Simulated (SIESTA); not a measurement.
**Pd in SIESTA: convergence with basis size**

The system is Pd.

```xyz
1
Lattice="-0.0111 1.9552 1.9419 1.9711 0.0063 1.9244 1.9644 1.9311 0.0130" Properties=species:S:1:pos:R:3 pbc="T T T"
Pd   -0.0396    0.0408    0.0136
```

The cell isn't the ideal one: cell strained at random at fixed volume.

* Program: SIESTA 5.4.2
* Task: single point
* Functional: PBE
* Potentials or basis: PseudoDojo 0.4 standard (PBE files)
* Basis: SZ (energy shift 0.003 Ry)
* Grid cutoff: 800 Ry
* Energy shift: 0.003 Ry
* k mesh: 9 × 9 × 9
* Occupations: fermi-dirac, width 0.05 eV
* Spin: no spin polarisation

These are the settings of the first run; the series varies basis size, with any setting tied to it.

Hardware: 1 thread of AMD EPYC 9R45 96-Core Processor (Zen 5) (shared host).

| basis size | energy less the tightest run, at zero smearing (meV/atom) | pressure (GPa) | SCF cycles | CPU time (s) | peak memory (GiB) |
| --- | --- | --- | --- | --- | --- |
| SZ | 950.79 | 13.46 | 9 | 7 | 0.21 |
| SZP | 336.61 | 4.49 | 7 | 13 | 0.24 |
| DZ | 159.62 | 5.29 | 9 | 11 | 0.22 |
| DZP | 74.97 | 7.38 | 8 | 20 | 0.25 |
| DZDP | 49.31 | 6.86 | 8 | 28 | 0.27 |
| TZP | 36.63 | 8.15 | 8 | 28 | 0.27 |
| TZDP | 17.72 | 8.00 | 8 | 37 | 0.28 |
| TZTP | 0.00 | 8.33 | 9 | 60 | 0.31 |

Not settled before the last step: the energy (to 1 meV/atom), the pressure (to 0.1 GPa). The tightest run that finished is the yardstick and may itself not be fully converged.

Caveat, for the tightest run too: the basis of atomic orbitals isn't converged, which shifts pressures, moduli and gaps.
